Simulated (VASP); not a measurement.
Wanted: the native input for a VASP 6.6.1 run.

```yaml
Task: single point
Functional: PBEsol
Potentials_or_basis: VASP PAW PBE potentials, release 64 (I)
Cutoff: 520 eV
k_mesh: 8 × 8 × 8
Occupations: gaussian, width 0.1 eV
Spin: no spin polarisation
Dipole_correction: no
Further_INCAR_settings: ALGO = Normal; EDIFF = 1e-06; NBANDS = 10
```

The structure of I lies in POSCAR:

```
I
1.0
   -1.6174560000      1.6174560000      4.2648080000
    1.6174560000     -1.6174560000      4.2648080000
    1.6174560000      1.6174560000     -4.2648080000
I
1
Direct
    0.0000000000      0.0000000000      0.0000000000
```

One way to write it, as run:

INCAR

```
SYSTEM = I
PREC = Accurate
ENCUT = 520
EDIFF = 1E-6
ISMEAR = 0
SIGMA = 0.1
LREAL = .FALSE.
LASPH = .TRUE.
NELM = 60
ALGO = Normal
ISIF = 2
LWAVE = .FALSE.
LCHARG = .FALSE.
GGA = PS
NBANDS = 10
```

KPOINTS

```
regular mesh
0
G
  8 8 8
  0 0 0
```

Potentials or basis: VASP PAW PBE potentials, release 64 (I).

Run with:

```bash
$ cat potpaw_PBE.64/I/POTCAR > POTCAR
$ mpirun -np 1 vasp_std > vasp.out
```

Results of the run:

The pressure is -1.4 GPa. The band gap on the k mesh is none (metal or under the smearing width).

Caveat: the PAW data sets were made with another functional, which shifts forces and pressure a little; an odd number of electrons without spin polarisation forces a metal; a magnetic or distorted state may lie lower.

Run time: 57 s on 1 thread of AMD EPYC 7571, on a shared host, peak memory 0.18 GiB.
